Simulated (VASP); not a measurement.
# C (Fd-3m) in VASP: notebook, part 2 of 2

VASP 6.6.1. The steps go on from the part before.

## (4) Single point, LDA (grid = ENCUT=650 dk=0.35 cell=3x3x3 ISMEAR=0 SIGMA=0.05 LREAL=Auto EDIFF=1e-07)

INCAR reads:

```
PREC = Accurate
ENCUT = 650
EDIFF = 1E-7
ISMEAR = 0
SIGMA = 0.05
LREAL = Auto
LASPH = T
NELM = 120
ALGO = Fast
ISIF = 2
LWAVE = F
LCHARG = F
GGA = CA
NBANDS = 126
NCORE = 1
KPAR = 2
```

KPOINTS reads:

```
regular mesh
0
Gamma
  3 3 3
```

POSCAR reads:

```
C
1.0
    0.0000000000      5.3501100000      5.3501100000
    5.3501100000      0.0000000000      5.3501100000
    5.3501100000      5.3501100000      0.0000000000
C
54
Direct
    0.2500000000      0.2500000000      0.2500000000
    0.2500000000      0.2500000000      0.5833333333
    0.2500000000      0.2500000000      0.9166666667
    0.2500000000      0.5833333333      0.2500000000
    0.2500000000      0.5833333333      0.5833333333
    0.2500000000      0.5833333333      0.9166666667
    0.2500000000      0.9166666667      0.2500000000
    0.2500000000      0.9166666667      0.5833333333
    0.2500000000      0.9166666667      0.9166666667
    0.5833333333      0.2500000000      0.2500000000
    0.5833333333      0.2500000000      0.5833333333
    0.5833333333      0.2500000000      0.9166666667
    0.5833333333      0.5833333333      0.2500000000
    0.5833333333      0.5833333333      0.5833333333
    0.5833333333      0.5833333333      0.9166666667
    0.5833333333      0.9166666667      0.2500000000
    0.5833333333      0.9166666667      0.5833333333
    0.5833333333      0.9166666667      0.9166666667
    0.9166666667      0.2500000000      0.2500000000
    0.9166666667      0.2500000000      0.5833333333
    0.9166666667      0.2500000000      0.9166666667
    0.9166666667      0.5833333333      0.2500000000
    0.9166666667      0.5833333333      0.5833333333
    0.9166666667      0.5833333333      0.9166666667
    0.9166666667      0.9166666667      0.2500000000
    0.9166666667      0.9166666667      0.5833333333
    0.9166666667      0.9166666667      0.9166666667
    0.1666666667      0.1666666667      0.1666666667
    0.1666666667      0.1666666667      0.5000000000
    0.1666666667      0.1666666667      0.8333333333
    0.1666666667      0.5000000000      0.1666666667
    0.1666666667      0.5000000000      0.5000000000
    0.1666666667      0.5000000000      0.8333333333
    0.1666666667      0.8333333333      0.1666666667
    0.1666666667      0.8333333333      0.5000000000
    0.1666666667      0.8333333333      0.8333333333
    0.5000000000      0.1666666667      0.1666666667
    0.5000000000      0.1666666667      0.5000000000
    0.5000000000      0.1666666667      0.8333333333
    0.5000000000      0.5000000000      0.1666666667
    0.5000000000      0.5000000000      0.5000000000
    0.5000000000      0.5000000000      0.8333333333
    0.5000000000      0.8333333333      0.1666666667
    0.5000000000      0.8333333333      0.5000000000
    0.5000000000      0.8333333333      0.8333333333
    0.8333333333      0.1666666667      0.1666666667
    0.8333333333      0.1666666667      0.5000000000
    0.8333333333      0.1666666667      0.8333333333
    0.8333333333      0.5000000000      0.1666666667
    0.8333333333      0.5000000000      0.5000000000
    0.8333333333      0.5000000000      0.8333333333
    0.8333333333      0.8333333333      0.1666666667
    0.8333333333      0.8333333333      0.5000000000
    0.8333333333      0.8333333333      0.8333333333
```

Potentials or basis: VASP PAW LDA potentials, release 64 (C).

Launch:

```bash
cat potpaw_LDA.64/C/POTCAR > POTCAR
mpirun -np 4 vasp_std > vasp.out
```

OUTCAR:

```text
PREC = Accurate
   ENCUT = 650
   EDIFF = 1E-7
   ISMEAR = 0
   LREAL = Auto
   LASPH = T
   NELM = 120
   ISIF = 2
   GGA = CA

 ion  position               nearest neighbor table
   1  0.250  0.250  0.250-  28 1.54  29 1.54  31 1.54  37 1.54
   2  0.250  0.250  0.583-  29 1.54  30 1.54  32 1.54  38 1.54
   3  0.250  0.250  0.917-  28 1.54  30 1.54  33 1.54  39 1.54
   4  0.250  0.583  0.250-  31 1.54  32 1.54  34 1.54  40 1.54
   5  0.250  0.583  0.583-  32 1.54  33 1.54  35 1.54  41 1.54
   6  0.250  0.583  0.917-  31 1.54  33 1.54  36 1.54  42 1.54
[... 54 lines left out ...]
 A1 = (   0.0000000000,   5.3501100000,   5.3501100000)
 A2 = (   5.3501100000,   0.0000000000,   5.3501100000)
 A3 = (   5.3501100000,   5.3501100000,   0.0000000000)

Analysis of symmetry for initial positions (statically):
=====================================================================
 Subroutine PRICEL returns following result:

  LATTYP: Found a face centered cubic cell.
 ALAT       =     3.5667399996

  Lattice vectors:

 A1 = (   0.0000000000,   1.7833699998,   1.7833699998)
[... 173 lines left out ...]

 k-point     1 :       0.0000    0.0000    0.0000
  band No.  band energies     occupation
      1     -11.5965      2.00000
      2      -8.5799      2.00000
      3      -8.5799      2.00000
      4      -8.5799      2.00000
      5      -8.5799      2.00000
      6      -8.5799      2.00000
[... 481 lines left out ...]
    119      16.1762      0.00000
    120      16.7382      0.00000
 [bands above 120 left out]

------------------------ aborting loop because EDIFF is reached ----------------------------------------

  FORCE on cell =-STRESS in cart. coord.  units (eV):
  Direction    XX          YY          ZZ          XY          YZ          ZX
  --------------------------------------------------------------------------------------
  -------------------------------------------------------------------------------------
  Total      -24.0740253    -24.0740253    -24.0740253      0.0000000      0.0000000      0.0000000
  in kB     -125.9334687   -125.9334687   -125.9334687      0.0000000      0.0000000      0.0000000
  external PRESSURE =    -125.9334687 kB  Pullay stress =       0.0000000 kB

 VOLUME and BASIS-vectors are now :
 -----------------------------------------------------------------------------
  energy-cutoff  :      650.00
  volume of cell :      306.28
      direct lattice vectors                 reciprocal lattice vectors
     0.000000000  5.350110000  5.350110000    -0.093456022  0.093456022  0.093456022
     5.350110000  0.000000000  5.350110000     0.093456022 -0.093456022  0.093456022
     5.350110000  5.350110000  0.000000000     0.093456022  0.093456022 -0.093456022

 POSITION                                       TOTAL-FORCE (eV/Angst)
 -----------------------------------------------------------------------------------
      2.67505      2.67505      2.67505         0.000000      0.000000      0.000000
      4.45842      4.45842      2.67505         0.000000      0.000000      0.000000
      6.24180      6.24180      2.67505         0.000000      0.000000      0.000000
      4.45842      2.67505      4.45842        -0.000000     -0.000000     -0.000000
      6.24179      4.45842      4.45842        -0.000000      0.000000      0.000000
      8.02516      6.24180      4.45842         0.000000     -0.000000      0.000000
[... 46 lines left out ...]
      7.13348      7.13348      8.91685        -0.000000     -0.000000     -0.000000
      8.91685      8.91685      8.91685         0.000000     -0.000000     -0.000000
 -----------------------------------------------------------------------------------
    total drift:                                0.000002      0.000002      0.000003

  FREE ENERGIE OF THE ION-ELECTRON SYSTEM (eV)
  ---------------------------------------------------
  free  energy   TOTEN  =      -546.6405220483 eV

  energy  without entropy=     -546.6405220483  energy(sigma->0) =     -546.64052205
```

OSZICAR:

```text
N       E                     dE             d eps       ncg     rms          rms(c)
DAV:   1     0.874399065528E+03    0.87440E+03   -0.13555E+05  1016   0.202E+03
DAV:   2    -0.501090345465E+03   -0.13755E+04   -0.13368E+04  1256   0.341E+02
DAV:   3    -0.566783264828E+03   -0.65693E+02   -0.65366E+02  1168   0.741E+01
DAV:   4    -0.568195137964E+03   -0.14119E+01   -0.14068E+01  1184   0.115E+01
DAV:   5    -0.568236744173E+03   -0.41606E-01   -0.41561E-01  1168   0.188E+00    0.294E+01
RMM:   6    -0.552151116831E+03    0.16086E+02   -0.11418E+01  1031   0.912E+00    0.171E+01
RMM:   7    -0.546558716523E+03    0.55924E+01   -0.19159E+01  1086   0.121E+01    0.342E+00
RMM:   8    -0.546637704763E+03   -0.78988E-01   -0.12670E+00  1097   0.380E+00    0.106E+00
RMM:   9    -0.546636210570E+03    0.14942E-02   -0.39145E-01  1152   0.180E+00    0.375E-01
RMM:  10    -0.546638577727E+03   -0.23672E-02   -0.62723E-02  1142   0.759E-01    0.118E-01
RMM:  11    -0.546640220805E+03   -0.16431E-02   -0.22214E-02  1190   0.364E-01    0.368E-02
RMM:  12    -0.546640423307E+03   -0.20250E-03   -0.24935E-03  1170   0.148E-01    0.183E-02
RMM:  13    -0.546640507845E+03   -0.84538E-04   -0.78403E-04  1153   0.697E-02    0.153E-02
RMM:  14    -0.546640517349E+03   -0.95045E-05   -0.14690E-04  1155   0.316E-02    0.199E-03
RMM:  15    -0.546640521295E+03   -0.39461E-05   -0.40292E-05  1196   0.142E-02    0.115E-03
RMM:  16    -0.546640521815E+03   -0.51928E-06   -0.56304E-06  1058   0.599E-03    0.482E-04
RMM:  17    -0.546640522022E+03   -0.20776E-06   -0.20998E-06   947   0.321E-03    0.661E-04
RMM:  18    -0.546640522048E+03   -0.25866E-07   -0.37117E-07   791   0.149E-03
   1 F= -.54664052E+03 E0= -.54664052E+03  d E =-.450122E-11
```

stdout:

```text
POSCAR found type information on POSCAR C
 POSCAR found :  1 types and      54 ions
 scaLAPACK will be used
 LDA part: xc-table for (Slater(with rela. corr.)+CA(PZ))
 , standard interpolation
 POSCAR, INCAR and KPOINTS ok, starting setup
 FFT: planning ... GRIDC
 FFT: planning ... GRID_SOFT
 FFT: planning ... GRID
 WAVECAR not read
 entering main loop
```

Wall time 3.1 min (4 MPI ranks of Intel Xeon Platinum 8259CL at 2.50GHz (Skylake/Cascade Lake), shared host); peak memory 0.35 GiB.

What came out:

* Free energy: -546.6405 eV
* Pressure: -12.6 GPa
* Band gap on the k mesh: 4.12 eV

Caveat: an odd mesh through Γ misses points on the zone boundary, where band edges often lie.
